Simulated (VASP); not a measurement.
Wanted: the native input for a VASP 6.6.1 run.

```
Task                   : relaxation of the atoms
Functional             : LDA
Potentials or basis    : VASP PAW LDA potentials, release 64 (Si, C)
Cutoff                 : 600 eV
k mesh                 : 12 × 12 × 12
Occupations            : gaussian, width 0.03 eV
Spin                   : no spin polarisation
Further INCAR settings : ALGO = Normal; EDIFF = 1e-07; IBRION = 2; EDIFFG = -0.01; NSW = 40
```

The structure of SiC lies in POSCAR:

```
SiC                                     
1.0
    0.0000000000      2.0066124390      2.0066124390
    2.0066124390     -0.0000000000      2.0066124390
    2.0066124390      2.0066124390      0.0000000000
  Si              C             
     1     1
Direct
     0.0000000000000000    0.0000000000000000    0.0000000000000000
     0.5000000000000000    0.5000000000000000    0.5000000000000000
```

The cell was built by a generator and needn't be a form met in nature.

These files were run (other wordings do the same):

INCAR

```
PREC = Accurate
ENCUT = 600
EDIFF = 1E-7
ISMEAR = 0
SIGMA = 0.03
LREAL = False
LASPH = True
NELM = 80
ALGO = Normal
ISIF = 2
LWAVE = False
LCHARG = False
IBRION = 2
NSW = 40
EDIFFG = -0.01
```

KPOINTS

```
regular mesh
0
Gamma
  12 12 12
```

Potentials or basis: VASP PAW LDA potentials, release 64 (Si, C).

The run is started by

```console
$ cat potpaw_LDA.64/Si/POTCAR potpaw_LDA.64/C/POTCAR > POTCAR
$ mpirun -np 1 vasp_std > vasp.out
```

Results of the run:

```yaml
Pressure_after_relaxing: 0.0 GPa
Band_gap_on_the_k_mesh: none (metal or under the smearing width)
```

Caveat: the relaxation stopped at its first step, so nothing moved.

Wall time 3.5 s on 1 thread of Intel(R) Xeon(R) 6975P-C (Granite Rapids), on a shared host, peak memory 0.12 GiB.
